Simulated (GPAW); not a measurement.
# W (Pm-3n) in GPAW: equation of state with LDA

Aim: the equation of state of W with LDA.

Program: GPAW 26.7.0. These are calculated values, not measurements. Logs are shortened: lines on timing, memory, paths and dates and some standing lists are left out, and cuts for length are marked. The log counts tension as positive stress, the text compression.

## Step 1: The structure

The structure is cubic, space group Pm-3n (No. 223). Conventional cell: a = 5.083 Å, b = 5.083 Å, c = 5.083 Å, α = 90.00°, β = 90.00°, γ = 90.00°. Around W (site symmetry -4m2) lie 6 W at 2.54 to 2.84 Å. Around W (site symmetry m-3) lie 12 W at 2.84 Å.

This isn't the form of W at room conditions, which is bcc.

## Step 2: Equation of state, LDA

File run.py:

```python
from ase import Atoms
from ase.eos import EquationOfState
from ase.io import Trajectory
from ase.units import GPa
from gpaw import GPAW, PW

atoms = Atoms(['W', 'W', 'W', 'W', 'W', 'W', 'W', 'W'],
              cell=[[5.083, 0.0, 0.0],
                    [0.0, 5.083, 0.0],
                    [0.0, 0.0, 5.083]],
              scaled_positions=[[0.5, 0.25, 0.0],
                                [0.5, 0.75, 0.0],
                                [0.75, 0.0, 0.5],
                                [0.25, 0.0, 0.5],
                                [0.0, 0.5, 0.75],
                                [0.0, 0.5, 0.25],
                                [0.5, 0.5, 0.5],
                                [0.0, 0.0, 0.0]],
              pbc=True)

traj = Trajectory('eos.traj', 'w')
volumes, energies = [], []
for x in [0.94, 0.96, 0.98, 1.0, 1.02, 1.04, 1.06]:
    a = atoms.copy()
    a.set_cell(atoms.cell * x**(1 / 3), scale_atoms=True)
    calc = GPAW(mode=PW(600),
                xc='LDA',
                kpts={'size': (4, 4, 4), 'gamma': True},
                occupations={'name': 'fermi-dirac', 'width': 0.05},
                nbands=94,
                convergence={'density': 1e-05, 'energy': 1e-05},
                maxiter=150,
                txt=f'eos-{x:.2f}.txt')
    a.calc = calc
    energies.append(a.get_potential_energy(force_consistent=True))
    volumes.append(a.get_volume())
    p = -a.get_stress()[:3].mean() / GPa
    calc.write(f'eos-{x:.2f}.gpw')
    traj.write(a)
    print(f'{x:.2f} {volumes[-1]:10.4f} A^3 {energies[-1]:14.6f} eV {p:9.3f} GPa', flush=True)

v0, e0, B = EquationOfState(volumes, energies, eos='birchmurnaghan').fit()
print(f'V0 = {v0:.4f} A^3, E0 = {e0:.6f} eV, B0 = {B / GPa:.2f} GPa')
```

Potentials or basis: the program's PAW data sets (release 1.2.1) made for this functional, pw.

Command:

```bash
$ OMP_NUM_THREADS=1 python run.py
```

The log of the run:

```text
__  _  _
 | _ |_)|_||  |
 |__||  | ||/\| - 26.7.0

Input parameters:
  mode=PW(ecut=600.0),
  convergence={'density': 1e-05, 'energy': 1e-05},
  kpts=MonkhorstPack(size=(4, 4, 4), gamma=True),
  maxiter=150,
  nbands=94,
  occupations=Occupations(name='fermi-dirac', width=0.05),
  xc=XC(name='LDA')

Diagonalizing LCAO Hamiltonian
Converting LCAO to pw mode
    .-----------.
   /|           |
  / |           |
 * W|           |
 |  |           |
 |  |    W      |
 | WW-----W-----.
 | /     W     /
 |/     W     /
 W-----------*

Atoms  # Å, Bohr magnetons
|   | symbol |        x |        y |        z |    initial magnetic moments |
|---|--------|----------|----------|----------|-----------------------------|
| 0 |      W | 2.489618 | 1.244809 | 0.000000 | ( 0.0000,  0.0000,  0.0000) |
| 1 |      W | 2.489618 | 3.734427 | 0.000000 | ( 0.0000,  0.0000,  0.0000) |
| 2 |      W | 3.734427 | 0.000000 | 2.489618 | ( 0.0000,  0.0000,  0.0000) |
| 3 |      W | 1.244809 | 0.000000 | 2.489618 | ( 0.0000,  0.0000,  0.0000) |
| 4 |      W | 0.000000 | 2.489618 | 3.734427 | ( 0.0000,  0.0000,  0.0000) |
| 5 |      W | 0.000000 | 2.489618 | 1.244809 | ( 0.0000,  0.0000,  0.0000) |
| 6 |      W | 2.489618 | 2.489618 | 2.489618 | ( 0.0000,  0.0000,  0.0000) |
| 7 |      W | 0.000000 | 0.000000 | 0.000000 | ( 0.0000,  0.0000,  0.0000) |

Unit cell  # Å
| periodic |        x |        y |        z |  lengths |    angles |
|----------|----------|----------|----------|----------|-----------|
|      yes | 4.979236 | 0.000000 | 0.000000 | 4.979236 | 90.000000 |
|      yes | 0.000000 | 4.979236 | 0.000000 | 4.979236 | 90.000000 |
|      yes | 0.000000 | 0.000000 | 4.979236 | 4.979236 | 90.000000 |

Number of symmetries: 24
Symmetry operations  # r_c * U_cc + t_c -> r_c
|    | kind |            matrix            |
|----|------|------------------------------|
|  0 |  E   |  1, 0, 0,  0, 1, 0,  0, 0, 1 |
|  1 |  σ   |  1, 0, 0,  0, 1, 0,  0, 0,-1 |
|  2 |  σ   |  1, 0, 0,  0,-1, 0,  0, 0, 1 |
|  3 |  C2  |  1, 0, 0,  0,-1, 0,  0, 0,-1 |
|  4 |  C3  |  0, 1, 0,  0, 0, 1,  1, 0, 0 |
|  5 |  S6  |  0, 1, 0,  0, 0, 1, -1, 0, 0 |
|  6 |  S6  |  0, 1, 0,  0, 0,-1,  1, 0, 0 |
|  7 |  C3  |  0, 1, 0,  0, 0,-1, -1, 0, 0 |
|  8 |  C3  |  0, 0, 1,  1, 0, 0,  0, 1, 0 |
|  9 |  S6  |  0, 0, 1,  1, 0, 0,  0,-1, 0 |
| 10 |  S6  |  0, 0, 1, -1, 0, 0,  0, 1, 0 |
| 11 |  C3  |  0, 0, 1, -1, 0, 0,  0,-1, 0 |
| 12 |  S6  |  0, 0,-1,  1, 0, 0,  0, 1, 0 |
| 13 |  C3  |  0, 0,-1,  1, 0, 0,  0,-1, 0 |
| 14 |  C3  |  0, 0,-1, -1, 0, 0,  0, 1, 0 |
| 15 |  S6  |  0, 0,-1, -1, 0, 0,  0,-1, 0 |
| 16 |  S6  |  0,-1, 0,  0, 0, 1,  1, 0, 0 |
| 17 |  C3  |  0,-1, 0,  0, 0, 1, -1, 0, 0 |
| 18 |  C3  |  0,-1, 0,  0, 0,-1,  1, 0, 0 |
| 19 |  S6  |  0,-1, 0,  0, 0,-1, -1, 0, 0 |
| 20 |  σ   | -1, 0, 0,  0, 1, 0,  0, 0, 1 |
| 21 |  C2  | -1, 0, 0,  0, 1, 0,  0, 0,-1 |
| 22 |  C2  | -1, 0, 0,  0,-1, 0,  0, 0, 1 |
| 23 |  i   | -1, 0, 0,  0,-1, 0,  0, 0,-1 |

BZ-sampling:
  Number of BZ points: 64
  Number of IBZ points: 11

  Monkhorst-Pack size: [4, 4, 4]
  Monkhorst-Pack shift: [0.125, 0.125, 0.125]

K-points  # in reciprocal-cell coordinates
|     |                                coordinates |     weight |
|-----|--------------------------------------------|------------|
|   0 | (  0.00000000,   0.00000000,   0.00000000) | 0.01562500 |
|   1 | (  0.25000000,   0.00000000,   0.00000000) | 0.09375000 |
|   2 | (  0.25000000,   0.25000000,   0.00000000) | 0.18750000 |
|   3 | (  0.25000000,   0.25000000,   0.25000000) | 0.12500000 |
|   4 | (  0.50000000,   0.00000000,   0.00000000) | 0.04687500 |
|   5 | (  0.50000000,   0.00000000,   0.25000000) | 0.09375000 |
|   6 | (  0.50000000,   0.25000000,   0.00000000) | 0.09375000 |
|   7 | (  0.50000000,   0.25000000,   0.25000000) | 0.18750000 |
|   8 | (  0.50000000,   0.50000000,   0.00000000) | 0.04687500 |
|   9 | (  0.50000000,   0.50000000,   0.25000000) | 0.09375000 |
| ... |                                            |            |
|  10 | (  0.50000000,   0.50000000,   0.50000000) | 0.01562500 |

Plane wave coefficients: 4224
Cutoff: 600.0 eV

Spin-components: 1 (collinear spins)
Bands:           94
Projectors:      48
Spin-degeneracy: 2
Datatype:        complex128

Parallelization:
  kpt:    1
  domain: 1
  band:   1

Density:
  Valence electrons: 112.0
  Components: 1
  Grid points: [30 30 30]
  Charge: 0.0  # |e|

Potential:
  Grid points: [30 30 30]

species:
  W:
    name:    Tungsten
    Z:       74.0
    valence: 14
    core:    60
    charge:  0.0  # [|e|]
    compensation charges:
      type: gauss
      rc: 0.40  # [Å]
      lmax: 2
    cutoffs:
      filter: 2.36  # [Å]
      core: 3.02  # [Å]
    projectors
    | kind |    occ | energy [eV] | rcut [Å] |
    |------|--------|-------------|----------|
    |   5s |  2.000 |     -79.053 |    1.344 |
    |   6s |  2.000 |      -5.886 |    1.344 |
    |   5p |  6.000 |     -43.417 |    1.355 |
    |   6p |  0.000 |      -1.469 |    1.355 |
    |   5d |  4.000 |      -4.693 |    1.228 |
    |    d |        |      22.518 |    1.228 |

    Using partial waves for W as LCAO basis

Reference energy: -3508128.849710  # eV

eigensolver:
  PPCG
  Converge bands: occupied
  niter=2

density mixing:
  MSR1-Mixer
  Pratt-step length: 0.05
  Maximum mixing coefficient: 0.75
  Old densities: 10
  SVD Regularization: 0.005
  Good broyden scale: 1.0
  Trust region scale: 1.0
  Backstep threshold: 4.0
  History deletion threshold: 6.0
  Fourier metric: weight=20.0, sigma=0.015

occupation numbers:
  Fermi-Dirac:
    width: 0.0500  # eV

poisson solver:
  ecut: 4800.0  # eV

xc functional:
  name: None

convergence criteria:
- Maximum integral of absolute [dens]ity change: 1e-05 electrons / valence electron
- Maximum [total energy] change in last 3 cyles: 1e-05 eV / valence electron
- Maximum integral of absolute [eigenst]ate change: 4e-08 eV^2 / valence electron
maximum number of iterations: 150

SCF iterations
|iter     | |      energy | eigst |  dens |
|---------|-|-------------|-------|-------|
|iter:   1| | -103.956361 | +0.12 |       |
|iter:   2| | -103.676893 | -2.25 | -1.24 |
|iter:   3| | -102.017467 | -1.38 | -1.27 |
|iter:   4| | -102.239445 | -2.14 | -1.76 |
|iter:   5| | -101.802723 | -2.51 | -1.68 |
|iter:   6| | -101.804773 | -3.80 | -2.22 |
|iter:   7| | -101.807402 | -4.54 | -2.87 |
|iter:   8| | -101.805220 | -4.86 | -2.89 |
|iter:   9| | -101.805229 | -6.10 | -3.53 |
|iter:  10| | -101.805226c| -7.53c| -4.27 |
|iter:  11| | -101.805227c| -8.13c| -4.89 |
|iter:  12| | -101.805227c| -8.65c| -5.66c|

Converged in 12 steps
Energy contributions relative to reference atoms: (reference = -3508128.849710)

Energy contributions:
  Kinetic:          88.795181
  Coulomb:         -95.415729
  Zero:             -0.528551
  External:          0.000000
  Xc:              -94.648610
  Entropy:          -0.015036
  Spinorbit:         0.000000
  ----------------------------
  Free energy:    -101.812745
  Extrapolated:   -101.805227

dipole moment: (-55.863986, -55.863986, -55.863986)  # |e|*Ang

Fermi level: 14.628
Eigenvalues  # (at kpt = [0.000, 0.000, 0.000])
| band index |      eig [eV] | occ [0-2] |
|------------|---------------|-----------|
|          0 |       -59.259 |     2.000 |
|        ... |               |           |
|         49 |        12.543 |     2.000 |
|         50 |        12.543 |     2.000 |
|         51 |        12.543 |     2.000 |
|         52 |        12.925 |     2.000 |
|         53 |        12.925 |     2.000 |
|         54 |        13.986 |     2.000 |
[... 8 lines left out ...]
|         63 |        16.445 |     0.000 |
|         64 |        16.445 |     0.000 |
|        ... |               |           |
|         93 |        30.100 |     0.000 |

No gap
No difference between direct/indirect transitions

Stress tensor  # eV/Ang^3
|         x |         y |         z |
|-----------|-----------|-----------|
| -0.019695 |  0.000000 |  0.000000 |
|  0.000000 | -0.019695 |  0.000000 |
|  0.000000 |  0.000000 | -0.019695 |

# Writing to eos-0.94.gpw (mode='')
```

Wall time 13 min (1 thread of Arm Neoverse V2, shared host); peak memory 0.73 GiB.

What came out:

| Property | Result |
| --- | --- |
| Equilibrium volume | 15.58 Å³/atom |
| Bulk modulus | 332 GPa |
| Pressure derivative of the bulk modulus | 4.3 |

Energy against volume, from the lowest point:
```tsv
volume (Å³/atom)	energy (meV/atom)
15.431	0.00
15.759	0.69
16.088	14.85
16.416	41.07
16.744	78.08
17.073	124.74
17.401	180.01
```

The run has no spin-orbit coupling, so splittings on W are missing. Zero-point motion and thermal expansion aren't in these numbers.
